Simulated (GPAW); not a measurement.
Runs of GPAW 26.7.0 on ZnS (Wurtzite-2H). The structure is hexagonal, space group P6_3mc (No. 186). The conventional cell has a = 3.811 Å, b = 3.811 Å, c = 6.328 Å, α = 90.00°, β = 90.00°, γ = 120.00°. Zn (site symmetry 3m) has 4 S at 2.32 to 2.44 Å as nearest neighbours. Around S (site symmetry 3m) lie 4 Zn at 2.32 to 2.44 Å. 

```tsv
level	potentials or basis	cell	gap on the mesh (eV)
LDA	the program's PAW data sets (release 1.2.1) made for this functional, pw	P6_3mc, 19.9 Å³/atom	1.92
PBE	GPAW PAW data sets (gpaw-data 1.2.1), pw	P6_3mc, 19.6 Å³/atom	(a)
LDA	the program's PAW data sets (release 1.2.1) made for this functional, pw	P6_3mc, 19.6 Å³/atom	1.99
PBE	GPAW PAW data sets (gpaw-data 1.2.1), pw	P6_3mc, 19.21 Å³/atom	2.34
```

Alike in all rows: task dielectric tensor; no spin polarisation; k mesh 7 × 7 × 4; cutoff (eV) 400; smearing fermi-dirac 0.001 eV.

Q: Fill in the values left out.

A: (a) 2.24.

Caveats: the long-wavelength limit can be off by several per cent where d states take part.

A k mesh can miss the band edges.
